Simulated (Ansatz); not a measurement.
Runs of Ansatz 0.2.0 on TaS2. It takes space group P-3m1 (No. 164, trigonal). The conventional cell has a = 3.350 Å, b = 3.350 Å, c = 5.860 Å, α = 90.00°, β = 90.00°, γ = 120.00°. Around Ta (site symmetry -3m) lie 6 S at 2.43 Å. Around S (site symmetry 3m) lie 3 Ta at 2.43 Å. 

```csv
task,level,spin,k mesh,cutoff (eV),smearing,points for each segment of the path,gap on the mesh (eV),pressure (GPa),largest force (eV/Å)
single point,PBE,off,9 × 9 × 5,420,gaussian 0.013 eV,-,none,9.1,1.25
single point,PBE,off,9 × 9 × 5,420,gaussian 0.015 eV,-,none,9.1,1.25
band structure,r2SCAN,"SOC, no magnetisation",7 × 7 × 4,500,fermi-dirac 0.05 eV,14,none,(a),0.96
single point,PBE,off,9 × 9 × 5,420,gaussian 0.014 eV,-,none,9.1,1.25
```

Alike in all rows: potentials or basis Ansatz PAW; cell as given.

**Question.** Fill in the values left out.

**Answer.** (a) 7.7.

Caveats: this functional lacks dispersion, which binds the layers, so the pressure and a relaxed spacing across them are unreliable (some runs); forces of over 1 eV/Å show positions far from the minimum, so gaps and moduli don't describe the material at rest (some runs); the PAW data sets come from PBE, with cores solved anew for the run's functional, which leaves a small shift of forces and pressure (some runs).

A k mesh can miss the band edges, and rows without SOC leave out spin-orbit coupling on Ta.

A gap of «none» marks a metal or a gap under the smearing width.
